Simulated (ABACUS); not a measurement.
TiO2 in ABACUS: the effect of basis

Crystal: TiO2.

```
Ti O
1.0
     4.56897    0.00000    0.00000
     0.00000    4.56897    0.00000
     0.00000    0.00000    2.93935
Ti O
2 4
Direct
  0.00000 0.00000 0.50000
  0.50000 0.50000 0.00000
  0.30432 0.30432 0.50000
  0.19568 0.80432 0.00000
  0.80432 0.19568 0.00000
  0.69568 0.69568 0.50000
```

The cell is a database's computed one.

The cell isn't the ideal one: volume scaled by 0.98.

Alike in all runs:

```yaml
Program: ABACUS 3.10.1
Task: equation of state
Functional: PBE
Potentials_or_basis: PseudoDojo NC SR 0.4.1 PBE standard
k_mesh: 4 × 4 × 6
Occupations: fermi-dirac, width 0.05 eV
Spin: no spin polarisation
```

```tsv
basis	cutoff	gap on the mesh (eV)	pressure (GPa)	largest force (eV/Å)
DZP	1361 eV	?	?	?
TZDP	1361 eV	1.90	9.4	0.10
pw	1143 eV	1.93	8.8	0.08
```

Problem. What does the run with basis DZP give?

Solution. gap on the mesh 1.85 eV; pressure 9.9 GPa; largest force 0.06 eV/Å.

Caveats: the atomic orbitals were generated for these runs and aren't a published set (some runs); the basis of atomic orbitals isn't converged, which shifts pressures, moduli and gaps (some runs); there are fewer bands than atomic start orbitals, so a level may be missed at k points of high symmetry (some runs).

A k mesh can miss the band edges.
